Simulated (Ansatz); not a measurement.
**Ionic part of the dielectric constant of KCl at 3.4 GPa, mode by mode**

All numbers below come from DFT LDA, scalar-relativistic, plane waves, PAW (Ansatz 0.2.0). Settings: 420 eV plane-wave cutoff, Γ-centred 6×6×6 mesh, fixed occupations. No spin polarisation. Phonons by linear response, acoustic sum rule imposed.

It takes space group F-43m (No. 216, cubic). Conventional cell: a = 6.434 Å, b = 6.434 Å, c = 6.434 Å, α = 90.00°, β = 90.00°, γ = 90.00°. K (site symmetry -43m) is surrounded by 4 Cl at 2.79 Å. Around Cl (site symmetry -43m) lie 4 K at 2.79 Å.

The cell is the ideal cubic zincblende prototype; this isn't the usual structure of the compound.

The primitive cell has V = 66.57 Å³ and ε∞,zz = 2.188. Each polar mode adds Δε = (4.92064×10⁷/V)·S/ν² along z, with S its oscillator strength in e²/amu, ν in cm⁻¹ and V in Å³.

Problem. From these modes, find each Δε and ε0,zz.
| ν (cm⁻¹) | S_zz (e²/amu) |
| --- | --- |
| 227.4 | 0.05425 |

Solution.
```
ν (cm⁻¹)    Δε
   227.4  0.78
```

The sum is 0.775, so ε0,zz = 2.96; the run's tensor has 2.96.

Problem. Where do the longitudinal modes lie for a wave vector along z?

Solution. At 265 cm⁻¹. The Lyddane–Sachs–Teller product Π(ν_LO/ν_TO)² = 1.35 matches ε0/ε∞ = 1.35.

Cost: 1 run of about 2.2 core-minutes, on Intel Xeon Processor @ 2.50GHz (Skylake/Cascade Lake) (shared hosts).